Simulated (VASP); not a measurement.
# BaS (Fm-3m) in VASP: further runs, part 2 of 3

VASP 6.6.1.

## 3. Electric field gradients, PBE (33.55 Å³/atom)

This run uses another cell than the first one, of 33.55 Å³/atom.

INCAR reads:

```
SYSTEM = BaS
ALGO = Normal
EDIFF = 1E-8
ENCUT = 520
GGA = PE
ISIF = 2
ISMEAR = -1
LASPH = .True.
LCHARG = .False.
LEFG = .True.
LREAL = .False.
LWAVE = .False.
NBANDS = 15
NELM = 100
PREC = Accurate
SIGMA = 0.01
```

KPOINTS reads:

```
k-points
0
Gamma
  7 7 7
  0 0 0
```

POSCAR reads:

```
BaS
1.0
    0.0000000000      3.2253733438      3.2253733438
    3.2253733438      0.0000000000      3.2253733438
    3.2253733438      3.2253733438      0.0000000000
Ba S
1 1
Direct
    0.0000000000      0.0000000000      0.0000000000
    0.5000000000      0.5000000000      0.5000000000
```

Potentials or basis: VASP PAW PBE potentials, release 64 (Ba_sv, S).

Started as:

```
$ cat potpaw_PBE.64/Ba_sv/POTCAR potpaw_PBE.64/S/POTCAR > POTCAR
$ mpirun -np 1 vasp_std > vasp.out
```

OUTCAR:

```text
SYSTEM = BaS
   EDIFF = 1E-8
   ENCUT = 520
   GGA = PE
   ISIF = 2
   ISMEAR = -1
   LASPH = .True.
   LREAL = .False.
   NELM = 100
   PREC = Accurate

 ion  position               nearest neighbor table
   1  0.000  0.000  0.000-   2 3.23   2 3.23   2 3.23   2 3.23   2 3.23   2 3.23
   2  0.500  0.500  0.500-   1 3.23   1 3.23   1 3.23   1 3.23   1 3.23   1 3.23

  LATTYP: Found a face centered cubic cell.
 ALAT       =     6.4507466876

  Lattice vectors:

 A1 = (   0.0000000000,   3.2253733438,   3.2253733438)
 A2 = (   3.2253733438,   0.0000000000,   3.2253733438)
 A3 = (   3.2253733438,   3.2253733438,   0.0000000000)

Analysis of symmetry for initial positions (statically):
=====================================================================
 Subroutine PRICEL returns:
 Original cell was already a primitive cell.

 Routine SETGRP: Setting up the symmetry group for a
 face centered cubic supercell.

[... 542 lines left out ...]
      direct lattice vectors                 reciprocal lattice vectors
     0.000000000  3.225373344  3.225373344    -0.155020814  0.155020814  0.155020814
     3.225373344  0.000000000  3.225373344     0.155020814 -0.155020814  0.155020814
     3.225373344  3.225373344  0.000000000     0.155020814  0.155020814 -0.155020814

 POSITION                                       TOTAL-FORCE (eV/Angst)
 -----------------------------------------------------------------------------------
      0.00000      0.00000      0.00000        -0.000000     -0.000000      0.000000
      3.22537      3.22537      3.22537         0.000000      0.000000     -0.000000
 -----------------------------------------------------------------------------------
    total drift:                                0.000000      0.000000      0.000000

  FREE ENERGIE OF THE ION-ELECTRON SYSTEM (eV)
  ---------------------------------------------------
  free  energy   TOTEN  =       -10.1941204522 eV

  energy  without entropy=      -10.1941204522  energy(sigma->0) =      -10.19412045

 Electric field gradients (V/A^2)
---------------------------------------------------------------------
 ion       V_xx      V_yy      V_zz      V_xy      V_xz      V_yz
---------------------------------------------------------------------
   1       0.000     0.000    -0.000     0.000     0.000     0.000
   2       0.000     0.000    -0.000     0.000     0.000     0.000
---------------------------------------------------------------------

 Electric field gradients after diagonalization (V/A^2)
 (convention: |V_zz| > |V_xx| > |V_yy|)
----------------------------------------------------------------------
 ion       V_xx      V_yy      V_zz     asymmetry (V_yy - V_xx)/ V_zz
----------------------------------------------------------------------
   1      -0.000    -0.000     0.000       0.000
   2      -0.000    -0.000     0.000       0.000
----------------------------------------------------------------------

           NMR quadrupolar parameters

 Cq : quadrupolar parameter    Cq=e*Q*V_zz/h
 eta: asymmetry parameters     (V_yy - V_xx)/ V_zz
 Q  : nuclear electric quadrupole moment in mb (millibarn)
----------------------------------------------------------------------
 ion       Cq(MHz)       eta       Q (mb)
----------------------------------------------------------------------
   1       0.000       0.000       1.000
   2       0.000       0.000       1.000
----------------------------------------------------------------------
```

OSZICAR:

```text
N       E                     dE             d eps       ncg     rms          rms(c)
DAV:   1     0.819120618274E+02    0.81912E+02   -0.65870E+03   600   0.910E+02
DAV:   2    -0.576518875001E+01   -0.87677E+02   -0.79209E+02   837   0.169E+02
DAV:   3    -0.106008483385E+02   -0.48357E+01   -0.47974E+01   838   0.404E+01
DAV:   4    -0.106837301276E+02   -0.82882E-01   -0.82866E-01   781   0.562E+00
DAV:   5    -0.106858972917E+02   -0.21672E-02   -0.21670E-02   815   0.743E-01    0.464E+00
DAV:   6    -0.101749868712E+02    0.51091E+00   -0.69983E-01   705   0.501E+00    0.316E+00
DAV:   7    -0.101781991212E+02   -0.32122E-02   -0.18907E-01   748   0.242E+00    0.209E+00
DAV:   8    -0.101923521550E+02   -0.14153E-01   -0.24723E-02   698   0.112E+00    0.197E-01
DAV:   9    -0.101931229873E+02   -0.77083E-03   -0.33549E-03   775   0.424E-01    0.168E-01
DAV:  10    -0.101940094628E+02   -0.88648E-03   -0.10189E-03   642   0.209E-01    0.424E-02
DAV:  11    -0.101941169152E+02   -0.10745E-03   -0.13644E-04   733   0.701E-02    0.148E-02
DAV:  12    -0.101941204409E+02   -0.35257E-05   -0.75521E-06   691   0.180E-02    0.261E-03
DAV:  13    -0.101941203190E+02    0.12194E-06   -0.45330E-07   762   0.436E-03    0.182E-03
DAV:  14    -0.101941204810E+02   -0.16204E-06   -0.54335E-08   733   0.180E-03    0.460E-04
DAV:  15    -0.101941204547E+02    0.26371E-07   -0.11845E-08   634   0.657E-04    0.515E-04
DAV:  16    -0.101941204522E+02    0.25054E-08   -0.11462E-09   405   0.260E-04
   1 F= -.10194120E+02 E0= -.10194120E+02  d E =-.748994E-12
```

Run time: 19 s. Hardware: 1 thread of Intel Xeon Platinum 8488C (Sapphire Rapids), shared host; peak memory 0.2 GiB.

Results:

```
Free energy                             : -10.1941 eV
Pressure                                : 0.1 GPa
Band gap on the k mesh                  : 2.21 eV (least direct gap 2.37 eV)
Largest electric field gradient by atom : zero within the noise of the run
```

Caveat: spin-orbit coupling is left out, which moves the levels of the heavy elements; an odd mesh through Γ misses points on the zone boundary, where band edges can lie.

## 4. Electric field gradients, PBE (34.53 Å³/atom)

This run uses another cell than the first one, of 34.53 Å³/atom.

INCAR reads:

```
PREC     = Accurate       # precision mode
ENCUT    = 520            # plane-wave cutoff, eV
EDIFF    = 1E-8           # SCF threshold, eV
ISMEAR   = -1             # smearing method
SIGMA    = 0.01           # smearing width, eV
LREAL    = False          # projectors in reciprocal space
LASPH    = True           # aspherical terms in the spheres
NELM     = 80             # most SCF steps
ALGO     = Normal         # electronic algorithm
ISIF     = 2              # what is computed and relaxed
LWAVE    = False          # write WAVECAR
LCHARG   = False          # write CHGCAR
GGA      = PE             # functional
LEFG     = True         
NBANDS   = 15             # bands
```

KPOINTS reads:

```
Automatic mesh
0
Gamma
  7 7 7
```

POSCAR reads:

```
BaS
1.0
    0.0000000000      3.2563884516      3.2563884516
    3.2563884516      0.0000000000      3.2563884516
    3.2563884516      3.2563884516      0.0000000000
Ba S
1 1
Direct
    0.0000000000      0.0000000000      0.0000000000
    0.5000000000      0.5000000000      0.5000000000
```

Potentials or basis: VASP PAW PBE potentials, release 64 (Ba_sv, S).

Started as:

```
$ cat potpaw_PBE.64/Ba_sv/POTCAR potpaw_PBE.64/S/POTCAR > POTCAR
$ mpirun -np 1 vasp_std > vasp.out
```

OUTCAR:

```text
PREC = Accurate
   ENCUT = 520
   EDIFF = 1E-8
   ISMEAR = -1
   LREAL = False
   LASPH = True
   NELM = 80
   ISIF = 2
   GGA = PE

 ion  position               nearest neighbor table
   1  0.000  0.000  0.000-   2 3.26   2 3.26   2 3.26   2 3.26   2 3.26   2 3.26
   2  0.500  0.500  0.500-   1 3.26   1 3.26   1 3.26   1 3.26   1 3.26   1 3.26

  LATTYP: Found a face centered cubic cell.
 ALAT       =     6.5127769032

  Lattice vectors:

 A1 = (   0.0000000000,   3.2563884516,   3.2563884516)
 A2 = (   3.2563884516,   0.0000000000,   3.2563884516)
 A3 = (   3.2563884516,   3.2563884516,   0.0000000000)

Analysis of symmetry for initial positions (statically):
=====================================================================
 Subroutine PRICEL returns:
 Original cell was already a primitive cell.

 Routine SETGRP: Setting up the symmetry group for a
 face centered cubic supercell.

[... 541 lines left out ...]
  volume of cell :       69.06
      direct lattice vectors                 reciprocal lattice vectors
     0.000000000  3.256388452  3.256388452    -0.153544335  0.153544335  0.153544335
     3.256388452  0.000000000  3.256388452     0.153544335 -0.153544335  0.153544335
     3.256388452  3.256388452  0.000000000     0.153544335  0.153544335 -0.153544335

 POSITION                                       TOTAL-FORCE (eV/Angst)
 -----------------------------------------------------------------------------------
      0.00000      0.00000      0.00000         0.000000     -0.000000      0.000000
      3.25639      3.25639      3.25639        -0.000000      0.000000     -0.000000
 -----------------------------------------------------------------------------------
    total drift:                                0.000000      0.000000      0.000000

  FREE ENERGIE OF THE ION-ELECTRON SYSTEM (eV)
  ---------------------------------------------------
  free  energy   TOTEN  =       -10.1886131853 eV

  energy  without entropy=      -10.1886131853  energy(sigma->0) =      -10.18861319

 Electric field gradients (V/A^2)
---------------------------------------------------------------------
 ion       V_xx      V_yy      V_zz      V_xy      V_xz      V_yz
---------------------------------------------------------------------
   1      -0.000     0.000     0.000    -0.000    -0.000    -0.000
   2      -0.000     0.000    -0.000     0.000     0.000     0.000
---------------------------------------------------------------------

 Electric field gradients after diagonalization (V/A^2)
 (convention: |V_zz| > |V_xx| > |V_yy|)
----------------------------------------------------------------------
 ion       V_xx      V_yy      V_zz     asymmetry (V_yy - V_xx)/ V_zz
----------------------------------------------------------------------
   1       0.000     0.000    -0.000       0.000
   2      -0.000    -0.000     0.000       0.000
----------------------------------------------------------------------

           NMR quadrupolar parameters

 Cq : quadrupolar parameter    Cq=e*Q*V_zz/h
 eta: asymmetry parameters     (V_yy - V_xx)/ V_zz
 Q  : nuclear electric quadrupole moment in mb (millibarn)
----------------------------------------------------------------------
 ion       Cq(MHz)       eta       Q (mb)
----------------------------------------------------------------------
   1      -0.000       0.000       1.000
   2       0.000       0.000       1.000
----------------------------------------------------------------------
```

OSZICAR:

```text
N       E                     dE             d eps       ncg     rms          rms(c)
DAV:   1     0.819412332369E+02    0.81941E+02   -0.67214E+03   600   0.923E+02
DAV:   2    -0.556764416489E+01   -0.87509E+02   -0.79489E+02   834   0.166E+02
DAV:   3    -0.105987685243E+02   -0.50311E+01   -0.49906E+01   843   0.424E+01
DAV:   4    -0.106910169320E+02   -0.92248E-01   -0.92237E-01   775   0.565E+00
DAV:   5    -0.106926995520E+02   -0.16826E-02   -0.16825E-02   834   0.656E-01    0.449E+00
DAV:   6    -0.101680134126E+02    0.52469E+00   -0.72251E-01   698   0.507E+00    0.303E+00
DAV:   7    -0.101720239483E+02   -0.40105E-02   -0.19005E-01   762   0.241E+00    0.207E+00
DAV:   8    -0.101864325993E+02   -0.14409E-01   -0.24769E-02   663   0.111E+00    0.197E-01
DAV:   9    -0.101875647711E+02   -0.11322E-02   -0.35066E-03   796   0.436E-01    0.191E-01
DAV:  10    -0.101884772446E+02   -0.91247E-03   -0.10432E-03   628   0.205E-01    0.484E-02
DAV:  11    -0.101886089351E+02   -0.13169E-03   -0.16448E-04   733   0.765E-02    0.173E-02
DAV:  12    -0.101886133243E+02   -0.43892E-05   -0.91092E-06   705   0.197E-02    0.344E-03
DAV:  13    -0.101886130360E+02    0.28826E-06   -0.88498E-07   762   0.596E-03    0.133E-03
DAV:  14    -0.101886132160E+02   -0.17994E-06   -0.86522E-08   747   0.222E-03    0.611E-04
DAV:  15    -0.101886131895E+02    0.26457E-07   -0.12198E-08   679   0.665E-04    0.517E-04
DAV:  16    -0.101886131853E+02    0.42194E-08   -0.86886E-10   391   0.213E-04
   1 F= -.10188613E+02 E0= -.10188613E+02  d E =-.373384E-11
```

stdout:

```text
POSCAR found type information on POSCAR BaS
 POSCAR found :  2 types and       2 ions
 scaLAPACK will be used
 LDA part: xc-table for (Slater+PW92), standard interpolation
 POSCAR, INCAR and KPOINTS ok, starting setup
 FFT: planning ... GRIDC
 FFT: planning ... GRID_SOFT
 FFT: planning ... GRID
 WAVECAR not read
 entering main loop
ion   1

ion   2
```

Run time: 18 s. Hardware: 1 thread of Intel Xeon Platinum 8488C (Sapphire Rapids), shared host; peak memory 0.2 GiB.

What came out:

| Property | Result |
| --- | --- |
| Free energy | -10.1886 eV |
| Pressure | -1.0 GPa |
| Band gap on the k mesh | 2.25 eV (least direct gap 2.42 eV) |
| Largest electric field gradient by atom | zero within the noise of the run |

Caveat: spin-orbit coupling is left out, which moves the levels of the heavy elements; an odd mesh through Γ misses points on the zone boundary, where band edges can lie.

## 5. Single point, PBE

POSCAR reads:

```
BaS
1.0
    0.0000000000      3.1937500000      3.1937500000
    3.1937500000      0.0000000000      3.1937500000
    3.1937500000      3.1937500000      0.0000000000
Ba S
1 1
Direct
    0.0000000000      0.0000000000      0.0000000000
    0.5000000000      0.5000000000      0.5000000000
```

INCAR.step1 reads:

```
PREC = Accurate
ENCUT = 520
EDIFF = 1E-7
ISMEAR = -1
SIGMA = 0.01
LREAL = False
LASPH = True
NELM = 80
ALGO = Normal
ISIF = 2
LWAVE = False
LCHARG = True
GGA = PE
NBANDS = 15
```

KPOINTS.step1 reads:

```
regular mesh
0
Gamma
  7 7 7
```

INCAR.step2 reads:

```
PREC = Accurate
ENCUT = 520
EDIFF = 1E-7
ISMEAR = -5
SIGMA = 0.01
LREAL = False
LASPH = True
NELM = 80
ALGO = Normal
ISIF = 2
LWAVE = False
LCHARG = False
GGA = PE
LORBIT = 10
NBANDS = 15
NEDOS = 2001
ICHARG = 11
```

KPOINTS.step2 reads:

```
regular mesh
0
Gamma
  11 11 11
```

Started as:

```
$ cat potpaw_PBE.64/Ba_sv/POTCAR potpaw_PBE.64/S/POTCAR > POTCAR
$ cp INCAR.step1 INCAR
$ cp KPOINTS.step1 KPOINTS
$ mpirun -np 1 vasp_std > vasp.out
$ cp INCAR.step2 INCAR
$ cp KPOINTS.step2 KPOINTS
$ mpirun -np 1 vasp_std > vasp.out
```

It took 36 s on 1 thread of Intel Xeon Platinum 8488C (Sapphire Rapids), shared host; peak memory 0.22 GiB.

The run converged. Its results:

```yaml
Valence_electrons_inside_the_program's_atomic_spheres: Ba 7.91; S 3.75
```

Levels at points of the mesh, in eV from the valence-band top:
```tsv
k point	band 4	band 5	band 6	band 7	band 8	band 9	band 10	band 11	band 12	band 13
(0.00, 0.00, 0.00)	-11.13	-10.36	0.00	0.00	0.00	3.60	3.87	3.87	3.87	4.79
```

Caveat: spin-orbit coupling is left out, which moves the levels of the heavy elements.

(Continued in part 3 of 3.)
